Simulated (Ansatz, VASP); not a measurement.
# Two plane-wave programs on Rh

```xyz
4
Lattice="2.7445 0.0000 0.0000 -1.3723 2.3768 0.0000 0.0000 0.0000 8.9706" Properties=species:S:1:pos:R:3 pbc="T T T"
Rh    1.3723    0.7923    6.7280
Rh    0.0000    0.0000    4.4853
Rh    0.0000    1.5846    2.2427
Rh    0.0000    0.0000    0.0000
```

This isn't the form of Rh at room conditions, which is fcc.

Alike in both runs: task single point; functional r2SCAN; k mesh 11 × 11 × 3; occupations fermi-dirac, width 0.05 eV; no spin polarisation.

|  | VASP | Ansatz |
| --- | --- | --- |
| version | VASP 6.6.1 | Ansatz 0.2.0 |
| potentials or method | VASP PAW PBE potentials, release 64 (Rh_pv) | Ansatz PAW |
| plane-wave cutoff (eV) | 520 | 500 |
| valence electrons in the cell | 60 | 68 |

VASP gave:

- gap on the k mesh at the Fermi level (eV): none
- pressure (GPa): -14.0
- largest component of the traceless stress (GPa): 0.92

Task: Which values does Ansatz return?

Result: gap on the k mesh at the Fermi level (eV): none; pressure (GPa): -14.9; largest component of the traceless stress (GPa): 0.91.

A gap of «none» marks a metal or a gap that the smearing closes. The two sets of potentials don't hold the same shells in valence.

Caveats: the PAW data sets were made with another functional, which shifts forces and pressure a little (VASP); the PAW data sets come from PBE, with cores solved anew for the run's functional, which leaves a small shift of forces and pressure (Ansatz).
